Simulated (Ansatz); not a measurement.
# SbPt: further runs on the relaxed cell

The task, for SbPt: fit an equation of state.

Method: DFT r2SCAN, scalar-relativistic, plane waves, PAW, in Ansatz 0.2.0.

1 further run of the same task is left out (set aside as unsound or not needed). Runs told in other sessions of the task aren't counted.

### 1 The system as given

The structure is hexagonal, space group P6_3/mmc (No. 194). Conventional cell: a = 4.182 Å, b = 4.182 Å, c = 5.519 Å, α = 90.00°, β = 90.00°, γ = 120.00°. Around Sb (site symmetry -6m2) lie 6 Pt at 2.78 Å. Pt (site symmetry -3m) is surrounded by 2 Pt at 2.76 Å and 6 Sb at 2.78 Å.

Structure file:

```
Sb Pt
1.0
     4.18204    0.00000    0.00000
    -2.09102    3.62175    0.00000
     0.00000    0.00000    5.51936
Sb Pt
2 2
Direct
  0.33333 0.66667 0.25000
  0.66667 0.33333 0.75000
  0.00000 0.00000 0.00000
  0.00000 0.00000 0.50000
```

It is the result of an earlier relaxation at this level (volume 20.90 Å³/atom; gap on the mesh: none (metal)).

### 2 Volume × 0.97

Input file input.yaml:

```yaml
crystal:
  lattice:
    - [4.1397914198, 0.0, 0.0]
    - [-2.0698957099, 3.5851645359, 0.0]
    - [0.0, 0.0, 5.4636043712]
  atoms:
    - { symbol: Sb, position: [0.3333333333, 0.6666666667, 0.25] }
    - { symbol: Sb, position: [0.6666666667, 0.3333333333, 0.75] }
    - { symbol: Pt, position: [0.0, 0.0, 0.0] }
    - { symbol: Pt, position: [0.0, 0.0, 0.5] }
basis:
  ecutwfc: 500
kpoints:
  mp_grid: { grid: [12, 12, 8] }
hamiltonian:
  xc: r2scan
scf:
  occupations: { method: gaussian, width: 0.1 }
output:
  forces: true
  stress: true
  eigenvalues: true
relax:
  adjacent_minimum: "off"
  f_tol: 0.01
  max_steps: 30
  cell: { stress_tol: 0.1, fix: [volume] }
```

On the command line:

```bash
$ ansatz run input.yaml --threads 1 --pin off --max-ram 2560MiB --backend cpu --events-out ev --progress --plain --runs-dir out
```

### 3 Volume × 1.03

Edit input.yaml of step 2 so:

```diff
@@ -2,5 +2,5 @@
   lattice:
-    - [4.1397914198, 0.0, 0.0]
-    - [-2.0698957099, 3.5851645359, 0.0]
-    - [0.0, 0.0, 5.4636043712]
+    - [4.2234461082, 0.0, 0.0]
+    - [-2.1117230541, 3.6576116212, 0.0]
+    - [0.0, 0.0, 5.5740099629]
   atoms:
```

### 4 The cell scaled to 0.94 of its volume

Edit input.yaml of step 3 so:

```diff
@@ -2,5 +2,5 @@
   lattice:
-    - [4.2234461082, 0.0, 0.0]
-    - [-2.1117230541, 3.6576116212, 0.0]
-    - [0.0, 0.0, 5.5740099629]
+    - [4.0916673085, 0.0, 0.0]
+    - [-2.0458336543, 3.543487833, 0.0]
+    - [0.0, 0.0, 5.4199047581]
   atoms:
```

### 5 The cell scaled to 1.06 of its volume

Edit input.yaml of step 4 so:

```diff
@@ -2,5 +2,5 @@
   lattice:
-    - [4.0916673085, 0.0, 0.0]
-    - [-2.0458336543, 3.543487833, 0.0]
-    - [0.0, 0.0, 5.4199047581]
+    - [4.26863381, 0.0, 0.0]
+    - [-2.134316905, 3.6967453189, 0.0]
+    - [0.0, 0.0, 5.6155525428]
   atoms:
```

### 6 The cell scaled to 0.91 of its volume

Edit input.yaml of step 5 so:

```diff
@@ -2,5 +2,5 @@
   lattice:
-    - [4.26863381, 0.0, 0.0]
-    - [-2.134316905, 3.6967453189, 0.0]
-    - [0.0, 0.0, 5.6155525428]
+    - [4.0425205248, 0.0, 0.0]
+    - [-2.0212602624, 3.5009254697, 0.0]
+    - [0.0, 0.0, 5.3752832569]
   atoms:
```

### 7 Point at V/V0 = 1.10

Edit input.yaml of step 6 so:

```diff
@@ -2,5 +2,5 @@
   lattice:
-    - [4.0425205248, 0.0, 0.0]
-    - [-2.0212602624, 3.5009254697, 0.0]
-    - [0.0, 0.0, 5.3752832569]
+    - [4.3264453079, 0.0, 0.0]
+    - [-2.163222654, 3.7468115448, 0.0]
+    - [0.0, 0.0, 5.6727635106]
   atoms:
@@ -22,2 +22,6 @@
   eigenvalues: true
+  write_density: true
+  write_potential: true
+  elf: true
+  volumetric_format: npy
 relax:
```

### 8 The cell scaled to 0.88 of its volume

Edit input.yaml of step 7 so:

```diff
@@ -2,5 +2,5 @@
   lattice:
-    - [4.3264453079, 0.0, 0.0]
-    - [-2.163222654, 3.7468115448, 0.0]
-    - [0.0, 0.0, 5.6727635106]
+    - [3.9921662111, 0.0, 0.0]
+    - [-1.9960831056, 3.457317355, 0.0]
+    - [0.0, 0.0, 5.3300326917]
   atoms:
@@ -22,6 +22,2 @@
   eigenvalues: true
-  write_density: true
-  write_potential: true
-  elf: true
-  volumetric_format: npy
 relax:
```

(Steps that only read results are left out.)

**Question.** What will these runs give? Wanted: equilibrium volume of the fit; bulk modulus.

**Answer**, as computed:

| quantity | value |
| --- | --- |
| equilibrium volume of the fit | 20.90 Å³/atom |
| bulk modulus | 137 GPa |
| its pressure derivative | 5.1 |

What this shows: The fit puts the minimum at 20.90 Å³/atom with B = 137 GPa and B' = 5.1. Spin-orbit coupling is left out for Pt, Sb.
